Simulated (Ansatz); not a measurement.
## Hg (omega type) under strong compression

```
Hg
1.0
     5.57788    0.00000    0.00000
    -2.78894    4.83059    0.00000
     0.00000    0.00000    3.28142
Hg
3
Cartesian
  0.0000 0.0000 0.0000
  0.0000 3.2204 1.6407
  2.7889 1.6102 1.6407
```

The cell comes from a relaxation on PAW files under the same functional, begun from a prototype that needn't be the stable phase.

Its volume is scaled, and at each volume shape and atoms are relaxed on PAW files; all methods then take that cell.

Computed with Ansatz 0.2.0; functional PBE, scalar-relativistic. Settings: a Γ-centred 7×7×10 k mesh, Fermi–Dirac smearing of 0.05 eV, no spin polarisation. Methods: LAPW: all electrons, basis error target 1 meV/atom; PAW: frozen-core files, cutoff 420 eV; crystal datasets: all electrons, by PAW datasets that the program makes for each cell; norm-conserving: pseudopotentials, cutoff 898 eV; PAW (cutoff 300 eV): frozen-core files, cutoff 300 eV.

Energies are extrapolated to zero smearing and count from the unscaled cell; pressure is positive in compression; gaps take the mesh and a band path. No temperature or zero-point motion is included.

Spin–orbit coupling is left out, which matters for the heavy atoms.

```
V/V0  V (Å³/atom)  P LAPW (GPa)  ΔE LAPW (eV/atom)  P PAW − LAPW (GPa)  ΔE PAW − LAPW (meV/atom)  space group  shortest distance (Å)
1.00        29.47         -0.03              0.000                0.01                       0.0       P6/mmm                  3.220
0.76        22.40          8.82              0.131                0.02                       0.7       P6/mmm                      ?
0.68        20.04         19.60              0.332                0.03                       1.1       P6/mmm                  2.842
0.60        17.68          41.3              0.760                0.04                       1.7       P6/mmm                  2.731
0.45        13.26         172.8              3.276                0.02                       2.8       P6/mmm                  2.477
```

(1) Give the missing entry: row "0.76", column "shortest distance (Å)".

(2) Fit the Vinet equation to the LAPW pressures over the whole range, with residuals weighted by 1/(|P| + 0.03·Pmax).

(3) From the table, what is the rise of the enthalpy H = E + pV up to the last row, and how stiff is the crystal between the last two rows?

(4) At the smallest volume, how far do crystal datasets and norm-conserving and PAW (cutoff 300 eV) lie from LAPW in pressure?

Results:

(1) 2.956.

(2) V0 = 29.34 Å³/atom, B0 = 11.3 GPa and B0′ = 8.36, and the fit misses no point by more than 0.98 GPa. A fit over so wide a range pins B0 less well than one near rest.

(3) ΔH = 3.276 eV + (172.8 GPa × 13.26 Å³ + 0.03 GPa × 29.47 Å³) × 0.006242 eV/(GPa·Å³) = 17.58 eV/atom, of which pV makes 81 %. The mean bulk modulus there is −ΔP/Δln V = 457 GPa.

(4) crystal datasets: 0.00 GPa; norm-conserving: +0.69 GPa; PAW (cutoff 300 eV): +1.85 GPa, on a LAPW pressure of 172.8 GPa.
